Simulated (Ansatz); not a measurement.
Clean, relaxed (100) surface of TaN, space group P6_3/mmc (No. 194) (top face towards +c; atoms held fixed, by place in the list: 1, 2, 3, 4, 5):

```yaml
crystal:
  lattice:
    - [2.90166, 0.00000, 0.00000]
    - [0.00000, 5.89152, 0.00000]
    - [0.00000, 0.00000, 23.70109]
  atoms:
    - { symbol: N, position: [0.00000, 0.25000, 0.35863] }
    - { symbol: Ta, position: [0.50000, 0.00000, 0.39397] }
    - { symbol: Ta, position: [0.50000, 0.50000, 0.39397] }
    - { symbol: N, position: [0.00000, 0.75000, 0.42932] }
    - { symbol: N, position: [0.50000, 0.25000, 0.46466] }
    - { symbol: Ta, position: [0.00000, 0.00099, 0.49994] }
    - { symbol: Ta, position: [0.00000, 0.49901, 0.49994] }
    - { symbol: N, position: [0.50000, 0.75000, 0.53601] }
    - { symbol: N, position: [0.00000, 0.25000, 0.57217] }
    - { symbol: Ta, position: [0.50000, 0.98702, 0.60547] }
    - { symbol: Ta, position: [0.50000, 0.51298, 0.60547] }
    - { symbol: N, position: [0.00000, 0.75000, 0.63265] }
```

Theory: DFT r2SCAN, scalar-relativistic, plane waves, PAW in Ansatz. Settings: cutoff 500 eV, Γ-centred mesh 10×5×1 on the computed 12-atom cell, Gaussian smearing of 0.10 eV; no spin polarisation. A dipole correction removes the field between periodic images along c.

The adsorption energy is E(slab + adsorbate) − E(slab) − E(free adsorbate, spin-polarised where open-shell). With the adsorbate the cell is lengthened along c to keep the vacuum.

Task: H (atom) is put at the top (N) at (0.00, 0.75) site, one adsorbate per 17.1 Å². What structure does it relax to?

Result: E_ads = -2.39 eV. Contacts: H–N 1.02 Å.

```xyz
13
Lattice="2.9017 0.0000 0.0000 0.0000 5.8915 0.0000 0.0000 0.0000 25.7011" Properties=species:S:1:pos:R:3 pbc="T T T"
N     0.0000    1.4729    8.5000
Ta    1.4508    0.0000    9.3376
Ta    1.4508    2.9458    9.3376
N     0.0000    4.4186   10.1753
N     1.4508    1.4729   11.0129
Ta    0.0000   -0.0030   11.8521
Ta    0.0000    2.9488   11.8521
N     1.4508    4.4186   12.7378
N     0.0000    1.4729   13.6153
Ta    1.4508   -0.0202   14.2895
Ta    1.4508    2.9660   14.2895
N     0.0000    4.4186   15.1635
H     0.0000    4.4186   16.1810
```

Each end is the local minimum or symmetric point that its start leads to. The slab is only 6.7 Å thick, so the energies aren't converged with thickness.

For at least one of the starts the bottom face's work function also shifts by over 0.1 eV: the slab is too thin to screen the adsorbate, so the work functions aren't converged with thickness.

Spin polarisation was left out, and a magnetic state may lie lower.

The reference crystal is a form of TaN, which isn't its usual structure.